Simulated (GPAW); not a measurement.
## Eu in GPAW: convergence with convergence criteria

The system is Eu.

```
Eu
1.0
    -2.30300    2.30300    2.30300
     2.30300   -2.30300    2.30300
     2.30300    2.30300   -2.30300
Eu
1
Cartesian
  0.0000 0.0000 0.0000
```

| Property | Result |
| --- | --- |
| Program | GPAW 26.7.0 |
| Task | convergence study |
| Functional | LDA |
| Potentials or basis | the program's PAW data sets (release 1.2.1) made for this functional |
| Cutoff | 800 eV |
| Basis | pw |
| k mesh | 6 × 6 × 6 |
| Occupations | fermi-dirac, width 0.05 eV |
| Spin | collinear spin, ferromagnetic start |
| Starting moments | [7.0] μB |

These are the settings of the first run; the series varies convergence criteria, with any setting tied to it.

Hardware: 1 thread of Intel(R) Xeon(R) Platinum 8488C (Sapphire Rapids), with other jobs on the host.

```
                        convergence criteria  energy less the tightest run, at zero smearing (meV/atom)  pressure (GPa)  SCF cycles  CPU time (s)  peak memory (GiB)
density=0.001 energy=0.01 eigenstates=0.0001                                                       0.01           -3.50          11            29               0.21
                                     default                                                       0.00           -3.58          15            42               0.21
                  density=1e-05 energy=1e-05                                                       0.00           -3.58          17            48               0.21
                 density=1e-05 forces=0.0001                                                       0.00           -3.58          18            51               0.21
density=1e-06 energy=1e-06 eigenstates=1e-10                                                       0.00           -3.58          18            58               0.21
```

Against the tightest run, the energy stays within 1 meV/atom from density=0.001 energy=0.01 eigenstates=0.0001 on; the pressure stays within 0.1 GPa from density=0.001 energy=0.01 eigenstates=0.0001 on. The tightest run that finished is the yardstick and may itself not be fully converged.

Caveat, for the tightest run too: one-centre terms of the f shell are cut off. The state reached can hang on the start; a lower one may exist.
